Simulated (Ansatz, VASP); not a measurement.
# P in VASP and in Ansatz

```
CELL_PARAMETERS angstrom
2.35410 0.00000 0.00000
0.00000 2.35410 0.00000
0.00000 0.00000 2.35410
ATOMIC_POSITIONS crystal
P 0.00000 0.00000 0.00000
```

Alike in both runs: functional PBE; dispersion D3(BJ); k mesh 18 × 18 × 18; occupations gaussian, width 0.1 eV; no spin polarisation.

Ansatz relaxed the structure, and its values are those at the end. VASP's run is a single point on that final structure, the one shown.

```csv
,VASP,Ansatz
version,VASP 6.6.1,Ansatz 0.2.0
potentials or method,"VASP PAW PBE potentials, release 64 (P)","scalar-relativistic, plane waves, PAW"
plane-wave cutoff (eV),520,420
valence electrons in the cell,5,5
```

```csv
,VASP,Ansatz,Ansatz less VASP
gap on the k mesh at the Fermi level (eV),none,none,-
pressure (GPa),9.6,10.0,+0.45
```

A gap of «none» marks a metal or a gap that the smearing closes. Ansatz warned: «near_symmetry_operations_not_taken».

Caveats: pairwise dispersion overbinds metals, which lowers pressure and volume.
